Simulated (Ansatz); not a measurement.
Starting cell, ZrO$_{2}$ (fluorite):

```
CELL_PARAMETERS angstrom
      0.00000     5.11587     5.11587
      2.55794     2.55794     5.11587
      2.55794     2.55794     0.00000
ATOMIC_POSITIONS crystal
  Zr 0.00000 0.00000 0.00000
  Zr 0.50000 0.00000 0.00000
  O  0.00000 0.25000 0.25000
  O  0.50000 0.25000 0.25000
  O  0.00000 0.75000 0.75000
  O  0.50000 0.75000 0.75000
```

The atoms are displaced by Q × the pattern below (from a DFPT mode at X = (0.5, 0.5, 0.0), largest move 1; Q in Å), at fixed cell. (q is in reciprocal vectors of the primitive cell; the cell shown is doubled to hold the pattern.)

| atom | x | y | z |
|---|---|---|---|
| O3 | 0.000 | 0.000 | 1.000 |
| O4 | 0.000 | 0.000 | -1.000 |
| O5 | 0.000 | 0.000 | 1.000 |
| O6 | 0.000 | 0.000 | -1.000 |

Atoms not listed stay in place.

All values below come from PBE (plane waves to 420 eV, PAW, scalar-relativistic; Ansatz, a first-principles code). k mesh 11×11×11 (Γ-centred), Fermi-Dirac smearing 0.05 eV. Energies are smeared free energies. This is a high-temperature form of ZrO2. ZrO2 is run without spin polarisation. ZrO2 was relaxed with its symmetry unable to fall. ΔE is measured from the undisplaced structure.

Successive frames, forces in eV/Å:

```json
[
 {"frame": "Q = 0.073 Å", "ΔE (eV/cell)": "-0.029", "F on Zr1": "(0.000, 0.000, 0.000)", "F on Zr2": "(0.000, 0.000, 0.000)", "F on O3": "(0.000, 0.000, 0.182)", "F on O4": "(0.000, 0.000, -0.182)", "F on O5": "(0.000, 0.000, 0.182)", "F on O6": "(0.000, 0.000, -0.182)"},
 {"frame": "Q = 0.000 Å", "ΔE (eV/cell)": "0.000", "F on Zr1": "(0.000, 0.000, 0.000)", "F on Zr2": "(0.000, 0.000, 0.000)", "F on O3": "(0.000, 0.000, 0.000)", "F on O4": "(0.000, 0.000, 0.000)", "F on O5": "(0.000, 0.000, 0.000)", "F on O6": "(0.000, 0.000, 0.000)"},
 {"frame": "Q = -0.073 Å", "ΔE (eV/cell)": "-0.029", "F on Zr1": "(0.000, 0.000, 0.000)", "F on Zr2": "(0.000, 0.000, 0.000)", "F on O3": "(0.000, 0.000, -0.182)", "F on O4": "(0.000, 0.000, 0.182)", "F on O5": "(0.000, 0.000, -0.182)", "F on O6": "(0.000, 0.000, 0.182)"}
]
```

Problem. What are the energy and the forces in the next frame, Q = -0.147 Å?

Solution. ΔE (eV/cell) = -0.093.

| atom | Fx | Fy | Fz |
|---|---|---|---|
| Zr1 | 0.000 | 0.000 | 0.000 |
| Zr2 | 0.000 | 0.000 | 0.000 |
| O3 | 0.000 | 0.000 | -0.225 |
| O4 | 0.000 | 0.000 | 0.225 |
| O5 | 0.000 | 0.000 | -0.225 |
| O6 | 0.000 | 0.000 | 0.225 |

(For displaced atoms, the force is minus the slope of the energy, and its curvature is a force constant, which sets phonon frequencies.)
